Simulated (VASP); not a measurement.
# TiO2 (P4_2/mnm) in VASP: notebook

One crystal, TiO2, is run at these levels: PBE; tasks: single point.

Everything below comes from runs of VASP 6.6.1. Logs are shortened: lines on timing, memory, paths and dates and some standing lists are left out, and cuts for length are marked.

### 1 Starting point

Symmetry: P4_2/mnm, No. 136, tetragonal system. The conventional cell has a = 4.600 Å, b = 4.600 Å, c = 2.959 Å, α = 90.00°, β = 90.00°, γ = 90.00°. Ti (site symmetry mmm) has 6 O at 1.95 to 1.98 Å as nearest neighbours. Around O (site symmetry m2m) lie 3 Ti at 1.95 to 1.98 Å.

The cell is a database's computed one.

### 2 Single point, PBE

Input file INCAR:

```
PREC = Accurate
ENCUT = 400
EDIFF = 1E-7
ISMEAR = 0
SIGMA = 0.05
LREAL = False
LASPH = True
NELM = 100
ALGO = Normal
ISIF = 2
LWAVE = False
LCHARG = False
GGA = PE
ADDGRID = False
```

Input file KPOINTS:

```
regular mesh
0
Gamma
  6 6 9
```

Input file POSCAR:

```
TiO2
1.0
    4.5998373239      0.0000000000      0.0000000000
    0.0000000000      4.5998373239      0.0000000000
    0.0000000000      0.0000000000      2.9592135600
Ti O
2 4
Direct
    0.0000000000      0.0000000000      0.5000000000
    0.5000000000      0.5000000000      0.0000000000
    0.3043213200      0.3043213200      0.5000000000
    0.1956786800      0.8043213200      0.0000000000
    0.8043213200      0.1956786800      0.0000000000
    0.6956786800      0.6956786800      0.5000000000
```

Potentials or basis: VASP PAW PBE potentials, release 64 (Ti_sv, O).

The run is started by

```bash
> cat potpaw_PBE.64/Ti_sv/POTCAR potpaw_PBE.64/O/POTCAR > POTCAR
> mpirun -np 1 vasp_std > vasp.out
```

OUTCAR:

```text
PREC = Accurate
   ENCUT = 400
   EDIFF = 1E-7
   ISMEAR = 0
   LREAL = False
   LASPH = True
   NELM = 100
   ISIF = 2
   GGA = PE

 Found     50 irreducible k-points:

 Following reciprocal coordinates:
            Coordinates               Weight
  0.000000  0.000000  0.000000      1.000000
  0.166667  0.000000  0.000000      4.000000
  0.333333  0.000000  0.000000      4.000000
  0.500000  0.000000  0.000000      2.000000
  0.166667  0.166667  0.000000      4.000000
  0.333333  0.166667  0.000000      8.000000
   k-points           NKPTS =     50   k-points in BZ     NKDIM =     50   number of bands    NBANDS=     28
   number of dos      NEDOS =    301   number of ions     NIONS =      6
   total plane-waves  NPLWV =  18000
   dimension x,y,z NGX =    30 NGY =   30 NGZ =   20
   dimension x,y,z NGXF=    60 NGYF=   60 NGZF=   40
   ions per type =               2   4
   NGX,Y,Z   is equivalent  to a cutoff of  10.84, 10.84, 11.24 a.u.
   NGXF,Y,Z  is equivalent  to a cutoff of  21.69, 21.69, 22.47 a.u.
 SYSTEM =  unknown system
   PREC   = accura    normal or accurate (medium, high low for compatibility)
   ISTART =      0    job   : 0-new  1-cont  2-samecut
   ICHARG =      2    charge: 1-file 2-atom 10-const
   ISPIN  =      1    spin polarized calculation?
   LNONCOLLINEAR =      F non collinear calculations
   LSORBIT =      F    spin-orbit coupling
   LASPH  =      T    aspherical Exc in radial PAW
   ENCUT  =  400.0 eV  29.40 Ry    5.42 a.u.   7.50  7.50  4.83*2*pi/ulx,y,z
   NELM   =    100;   NELMIN=  2; NELMDL= -5     # of ELM steps
   EDIFF  = 0.1E-06   stopping-criterion for ELM
   LREAL  =      F    real-space projection
   EDIFFG = 0.1E-05   stopping-criterion for IOM
   NSW    =      0    number of steps for IOM
   IBRION =     -1    ionic relax: 0-MD 1-quasi-New 2-CG
   NFREE  =      0    steps in history (QN), initial steepest desc. (CG)
   ISIF   =      2    stress and relaxation
   ISYM   =      2    0-nonsym 1-usesym 2-fastsym
   POTIM  = 0.5000    time-step for ionic-motion
   TEBEG  =    0.0;   TEEND  =   0.0 temperature during run
   PSTRESS=    0.0 pullay stress
   NELECT =      48.0000    total number of electrons
   NUPDOWN=      -1.0000    fix difference up-down
   EMIN   =  10.00;   EMAX   =-10.00  energy-range for DOS
   EFERMI =   0.00;   METHOD = LEGACY
   ISMEAR =     0;   SIGMA  =   0.05  broadening in eV -4-tet -1-fermi 0-gaus
   EFERMI_NEDOS =   21; number of points for ismear=-14 and -15
   IALGO  =     38    algorithm
   IMIX   =      4    mixing-type and parameters
     AMIX     =   0.40;   BMIX     =  1.00
     AMIX_MAG =   1.60;   BMIX_MAG =  1.00
  volume/ion in A,a.u.               =      10.44        70.42
  Fermi-wavevector in a.u.,A,eV,Ry     =   1.498309  2.831394 30.544140  2.244931
  Thomas-Fermi vector in A             =   2.610085
   LORBIT       =      0    0 simple, 1 ext, 2 COOP (PROOUT), +10 PAW based schemes
   GGA     = PE    functional components
   LHFCALC =     F    Hartree Fock is set to
   AEXX    =    0.0000 exact exchange contribution
   IVDW    =     0    specifies the selected vdW correction
   LEPSILON=     F    determine dielectric tensor
   LRPA    =     F    only Hartree local field effects (RPA)
 non-spin polarized calculation
 Gauss-broadening in eV      SIGMA  =   0.05
  energy-cutoff  :      400.00
  volume of cell :       62.61
 maximum number of plane-waves:      1158
   NGX = 15   NGY = 15   NGZ =  9

 number of electron      47.9999973 magnetization

 Free energy of the ion-electron system (eV)
  ---------------------------------------------------
  ext. energy  EPLUGINS =         0.00000000
  ---------------------------------------------------
  free energy    TOTEN  =       -53.71216042 eV

  energy without entropy =      -53.71216042  energy(sigma->0) =      -53.71216042

 E-fermi :   5.0553     XC(G=0): -11.3964

 val. band max:        4.8169041005   @ k =   0.0000   0.0000   0.0000
 cond. band min:       6.6634082496   @ k =   0.0000   0.0000   0.0000
 fundamental gap:      1.8465041491
 Fermi energy:         5.0552649816

 k-point     1 :       0.0000    0.0000    0.0000
  band No.  band energies     occupation
      1     -52.1093      2.00000
      2     -52.0933      2.00000
      3     -28.4239      2.00000
      4     -28.4239      2.00000
      5     -28.2611      2.00000
      6     -28.2611      2.00000
[... 20 lines left out ...]
     27       7.1975      0.00000
     28       7.2953      0.00000

 k-point     2 :       0.1667    0.0000    0.0000
  band No.  band energies     occupation
      1     -52.1082      2.00000
      2     -52.0939      2.00000
      3     -28.4151      2.00000
      4     -28.4143      2.00000
      5     -28.2717      2.00000
      6     -28.2709      2.00000
[... 20 lines left out ...]
     27       7.3975      0.00000
     28       7.4077      0.00000

 k-point     3 :       0.3333    0.0000    0.0000
  band No.  band energies     occupation
      1     -52.1053      2.00000
      2     -52.0965      2.00000
      3     -28.3918      2.00000
      4     -28.3896      2.00000
      5     -28.2984      2.00000
      6     -28.2962      2.00000
[... 20 lines left out ...]
     27       7.6510      0.00000
     28       7.7251      0.00000

 k-point     4 :       0.5000    0.0000    0.0000
  band No.  band energies     occupation
      1     -52.1010      2.00000
      2     -52.1010      2.00000
      3     -28.3712      2.00000
      4     -28.3712      2.00000
      5     -28.3179      2.00000
      6     -28.3179      2.00000
[... 20 lines left out ...]
     27       7.8195      0.00000
     28       7.8195      0.00000

 k-point     5 :       0.1667    0.1667    0.0000
  band No.  band energies     occupation
      1     -52.1070      2.00000
      2     -52.0947      2.00000
      3     -28.4269      2.00000
      4     -28.3883      2.00000
      5     -28.2991      2.00000
      6     -28.2593      2.00000
[... 20 lines left out ...]
     27       7.3090      0.00000
     28       7.5844      0.00000

 k-point     6 :       0.3333    0.1667    0.0000
  band No.  band energies     occupation
      1     -52.1047      2.00000
      2     -52.0974      2.00000
      3     -28.4198      2.00000
      4     -28.3715      2.00000
      5     -28.3175      2.00000
      6     -28.2680      2.00000
[... 20 lines left out ...]
     27       7.4313      0.00000
     28       7.8246      0.00000

 [... further k-points ...]

------------------------ aborting loop because EDIFF is reached ----------------------------------------

  FORCE on cell =-STRESS in cart. coord.  units (eV):
  Direction    XX          YY          ZZ          XY          YZ          ZX
  --------------------------------------------------------------------------------------
  -------------------------------------------------------------------------------------
  Total       -0.6173583     -0.6173583     -0.7872529     -0.0000000      0.0000000      0.0000000
  in kB      -15.7974360    -15.7974360    -20.1448301     -0.0000000      0.0000000      0.0000000
  external PRESSURE =     -17.2465674 kB  Pullay stress =       0.0000000 kB

 VOLUME and BASIS-vectors are now :
 -----------------------------------------------------------------------------
  energy-cutoff  :      400.00
  volume of cell :       62.61
      direct lattice vectors                 reciprocal lattice vectors
     4.599837324  0.000000000  0.000000000     0.217398993  0.000000000  0.000000000
     0.000000000  4.599837324  0.000000000     0.000000000  0.217398993  0.000000000
     0.000000000  0.000000000  2.959213560     0.000000000  0.000000000  0.337927622

 POSITION                                       TOTAL-FORCE (eV/Angst)
 -----------------------------------------------------------------------------------
      0.00000      0.00000      1.47961         0.000000      0.000000     -0.000000
      2.29992      2.29992      0.00000         0.000000      0.000000     -0.000000
      1.39983      1.39983      1.47961        -0.015759     -0.015759      0.000000
      0.90009      3.69975      0.00000         0.015759     -0.015759     -0.000000
      3.69975      0.90009      0.00000        -0.015759      0.015759     -0.000000
      3.20001      3.20001      1.47961         0.015759      0.015759     -0.000000
 -----------------------------------------------------------------------------------
    total drift:                                0.000000      0.000000     -0.000000

  FREE ENERGIE OF THE ION-ELECTRON SYSTEM (eV)
  ---------------------------------------------------
  free  energy   TOTEN  =       -53.7121604164 eV

  energy  without entropy=      -53.7121604164  energy(sigma->0) =      -53.71216042
```

Run time: 58 s. Hardware: 1 thread of AMD EPYC 7R13 (Zen 3), shared host; peak memory 0.15 GiB.

The run converged, but some of its settings lie outside the range that counts as converged, so its numbers aren't taken as properties of the crystal.

Results:

- Free energy: -53.7122 eV
- Largest force: 0.022 eV/Å
- Band gap on the k mesh: 1.85 eV, direct

Caveat: the cutoff is under 1.25 times the usual one of these potentials, so pressure, stress and relaxed cells hold a basis-set (Pulay) error; an odd mesh through Γ misses points on the zone boundary, where band edges often lie.

### 3 Single point, PBE

INCAR, as its differences from that of step 2:

```diff
@@ -1,5 +1,5 @@
 PREC = Accurate
-ENCUT = 400
+ENCUT = 460
 EDIFF = 1E-7
-ISMEAR = 0
+ISMEAR = -5
 SIGMA = 0.05
```

KPOINTS is that of step 2.

POSCAR is that of step 2.

Potentials or basis: VASP PAW PBE potentials, release 64 (Ti_sv, O).

The run is started by

```bash
> cat potpaw_PBE.64/Ti_sv/POTCAR potpaw_PBE.64/O/POTCAR > POTCAR
> mpirun -np 1 vasp_std > vasp.out
```

Run time: 64 s. Hardware: 1 thread of AMD EPYC 7R13 (Zen 3), shared host; peak memory 0.17 GiB.

These settings aren't checked as converged: the numbers below hold their error.

What came out:

```
Free energy            : -53.6630 eV
Pressure               : 3.8 GPa
Largest force          : 0.021 eV/Å
Band gap on the k mesh : 1.84 eV, direct
```

Caveat: the cutoff is under 1.25 times the usual one of these potentials, so pressure, stress and relaxed cells hold a basis-set (Pulay) error; an odd mesh through Γ misses points on the zone boundary, where band edges often lie.

### 4 Single point, PBE

INCAR, as its differences from that of step 3:

```diff
@@ -1,5 +1,5 @@
-PREC = Accurate
-ENCUT = 460
+PREC = Normal
+ENCUT = 520
 EDIFF = 1E-7
-ISMEAR = -5
+ISMEAR = 0
 SIGMA = 0.05
```

KPOINTS is that of step 3.

POSCAR is that of step 3.

The run is started by

```bash
> cat potpaw_PBE.64/Ti_sv/POTCAR potpaw_PBE.64/O/POTCAR > POTCAR
> mpirun -np 1 vasp_std > vasp.out
```

Wall time 49 s (1 thread of AMD EPYC 7R13 (Zen 3), shared host); peak memory 0.16 GiB.

The run converged, but some of its settings lie outside the range that counts as converged, so its numbers aren't taken as properties of the crystal.

Results:

| Property | Result |
| --- | --- |
| Free energy | -53.6523 eV |
| Pressure | 5.0 GPa |
| Largest force | 0.021 eV/Å |
| Band gap on the k mesh | 1.84 eV, direct |

Caveat: an odd mesh through Γ misses points on the zone boundary, where band edges often lie.

### 5 Single point, PBE

INCAR, as its differences from that of step 4:

```diff
@@ -1,4 +1,4 @@
-PREC = Normal
+PREC = Accurate
 ENCUT = 520
-EDIFF = 1E-7
+EDIFF = 1E-5
 ISMEAR = 0
```

KPOINTS is that of step 4.

POSCAR is that of step 4.

Potentials or basis: VASP PAW PBE potentials, release 64 (Ti_sv, O).

The run is started by

```bash
> cat potpaw_PBE.64/Ti_sv/POTCAR potpaw_PBE.64/O/POTCAR > POTCAR
> mpirun -np 1 vasp_std > vasp.out
```

OUTCAR:

```text
PREC = Accurate
   ENCUT = 520
   EDIFF = 1E-5
   ISMEAR = 0
   LREAL = False
   LASPH = True
   NELM = 100
   ISIF = 2
   GGA = PE

 Found     50 irreducible k-points:

 Following reciprocal coordinates:
            Coordinates               Weight
  0.000000  0.000000  0.000000      1.000000
  0.166667  0.000000  0.000000      4.000000
  0.333333  0.000000  0.000000      4.000000
  0.500000  0.000000  0.000000      2.000000
  0.166667  0.166667  0.000000      4.000000
  0.333333  0.166667  0.000000      8.000000
   k-points           NKPTS =     50   k-points in BZ     NKDIM =     50   number of bands    NBANDS=     28
   number of dos      NEDOS =    301   number of ions     NIONS =      6
   total plane-waves  NPLWV =  31104
   dimension x,y,z NGX =    36 NGY =   36 NGZ =   24
   dimension x,y,z NGXF=    72 NGYF=   72 NGZF=   48
   ions per type =               2   4
   NGX,Y,Z   is equivalent  to a cutoff of  13.01, 13.01, 13.48 a.u.
   NGXF,Y,Z  is equivalent  to a cutoff of  26.02, 26.02, 26.97 a.u.
 SYSTEM =  unknown system
   PREC   = accura    normal or accurate (medium, high low for compatibility)
   ISTART =      0    job   : 0-new  1-cont  2-samecut
   ICHARG =      2    charge: 1-file 2-atom 10-const
   ISPIN  =      1    spin polarized calculation?
   LNONCOLLINEAR =      F non collinear calculations
   LSORBIT =      F    spin-orbit coupling
   LASPH  =      T    aspherical Exc in radial PAW
   ENCUT  =  520.0 eV  38.22 Ry    6.18 a.u.   8.55  8.55  5.50*2*pi/ulx,y,z
   NELM   =    100;   NELMIN=  2; NELMDL= -5     # of ELM steps
   EDIFF  = 0.1E-04   stopping-criterion for ELM
   LREAL  =      F    real-space projection
   EDIFFG = 0.1E-03   stopping-criterion for IOM
   NSW    =      0    number of steps for IOM
   IBRION =     -1    ionic relax: 0-MD 1-quasi-New 2-CG
   NFREE  =      0    steps in history (QN), initial steepest desc. (CG)
   ISIF   =      2    stress and relaxation
   ISYM   =      2    0-nonsym 1-usesym 2-fastsym
   POTIM  = 0.5000    time-step for ionic-motion
   TEBEG  =    0.0;   TEEND  =   0.0 temperature during run
   PSTRESS=    0.0 pullay stress
   NELECT =      48.0000    total number of electrons
   NUPDOWN=      -1.0000    fix difference up-down
   EMIN   =  10.00;   EMAX   =-10.00  energy-range for DOS
   EFERMI =   0.00;   METHOD = LEGACY
   ISMEAR =     0;   SIGMA  =   0.05  broadening in eV -4-tet -1-fermi 0-gaus
   EFERMI_NEDOS =   21; number of points for ismear=-14 and -15
   IALGO  =     38    algorithm
   IMIX   =      4    mixing-type and parameters
     AMIX     =   0.40;   BMIX     =  1.00
     AMIX_MAG =   1.60;   BMIX_MAG =  1.00
  volume/ion in A,a.u.               =      10.44        70.42
  Fermi-wavevector in a.u.,A,eV,Ry     =   1.498309  2.831394 30.544140  2.244931
  Thomas-Fermi vector in A             =   2.610085
   LORBIT       =      0    0 simple, 1 ext, 2 COOP (PROOUT), +10 PAW based schemes
   GGA     = PE    functional components
   LHFCALC =     F    Hartree Fock is set to
   AEXX    =    0.0000 exact exchange contribution
   IVDW    =     0    specifies the selected vdW correction
   LEPSILON=     F    determine dielectric tensor
   LRPA    =     F    only Hartree local field effects (RPA)
 non-spin polarized calculation
 Gauss-broadening in eV      SIGMA  =   0.05
  energy-cutoff  :      520.00
  volume of cell :       62.61
 maximum number of plane-waves:      1720
 NGX is ok and might be reduce to    36
   NGX = 17   NGY = 17   NGZ = 11

 number of electron      48.0000021 magnetization

 Free energy of the ion-electron system (eV)
  ---------------------------------------------------
  ext. energy  EPLUGINS =         0.00000000
  ---------------------------------------------------
  free energy    TOTEN  =       -53.65236265 eV

  energy without entropy =      -53.65236265  energy(sigma->0) =      -53.65236265

 E-fermi :   5.0578     XC(G=0): -11.3977

 val. band max:        4.8290060233   @ k =   0.0000   0.0000   0.0000
 cond. band min:       6.6672008551   @ k =   0.0000   0.0000   0.0000
 fundamental gap:      1.8381948318
 Fermi energy:         5.0577683732

 k-point     1 :       0.0000    0.0000    0.0000
  band No.  band energies     occupation
      1     -52.1129      2.00000
      2     -52.0960      2.00000
      3     -28.4174      2.00000
      4     -28.4174      2.00000
      5     -28.2545      2.00000
      6     -28.2545      2.00000
[... 20 lines left out ...]
     27       7.2018      0.00000
[... 133 lines left out ...]
      6     -28.2614      2.00000
[... 20 lines left out ...]
     27       7.4352      0.00000
     28       7.8382      0.00000

 [... further k-points ...]

------------------------ aborting loop because EDIFF is reached ----------------------------------------

  FORCE on cell =-STRESS in cart. coord.  units (eV):
  Direction    XX          YY          ZZ          XY          YZ          ZX
  --------------------------------------------------------------------------------------
  -------------------------------------------------------------------------------------
  Total        1.9951153      1.9951153      1.7911057     -0.0000000      0.0000000      0.0000000
  in kB       51.0525379     51.0525379     45.8321839     -0.0000000      0.0000000      0.0000000
  external PRESSURE =      49.3124199 kB  Pullay stress =       0.0000000 kB

 VOLUME and BASIS-vectors are now :
 -----------------------------------------------------------------------------
  energy-cutoff  :      520.00
  volume of cell :       62.61
      direct lattice vectors                 reciprocal lattice vectors
     4.599837324  0.000000000  0.000000000     0.217398993  0.000000000  0.000000000
     0.000000000  4.599837324  0.000000000     0.000000000  0.217398993  0.000000000
     0.000000000  0.000000000  2.959213560     0.000000000  0.000000000  0.337927622

 POSITION                                       TOTAL-FORCE (eV/Angst)
 -----------------------------------------------------------------------------------
      0.00000      0.00000      1.47961        -0.000000      0.000000     -0.000000
      2.29992      2.29992      0.00000        -0.000000      0.000000     -0.000000
      1.39983      1.39983      1.47961        -0.014684     -0.014684     -0.000000
      0.90009      3.69975      0.00000         0.014684     -0.014684     -0.000000
      3.69975      0.90009      0.00000        -0.014684      0.014684      0.000000
      3.20001      3.20001      1.47961         0.014684      0.014684      0.000000
 -----------------------------------------------------------------------------------
    total drift:                                0.000000      0.000000      0.000000

  FREE ENERGIE OF THE ION-ELECTRON SYSTEM (eV)
  ---------------------------------------------------
  free  energy   TOTEN  =       -53.6523626483 eV

  energy  without entropy=      -53.6523626483  energy(sigma->0) =      -53.65236265
```

Run time: 70 s. Hardware: 1 thread of AMD EPYC 7R13 (Zen 3), shared host; peak memory 0.19 GiB.

These settings aren't checked as converged: the numbers below hold their error.

Results:

```yaml
Free_energy: -53.6524 eV
Pressure: 4.9 GPa
Largest_force: 0.021 eV/Å
Band_gap_on_the_k_mesh: 1.84 eV, direct
```

Caveat: an odd mesh through Γ misses points on the zone boundary, where band edges often lie.

### 6 The reference run

An earlier run on the cell as given: functional PBEsol; potentials or basis VASP PAW PBE potentials, release 64 (Ti_sv, O); cutoff 520 eV; k mesh 6 × 6 × 9; occupations fermi-dirac, width 0.05 eV; no spin polarisation.

* Pressure: -2.1 GPa
* Largest force: 0.047 eV/Å
* Band gap on the k mesh: 1.80 eV, direct
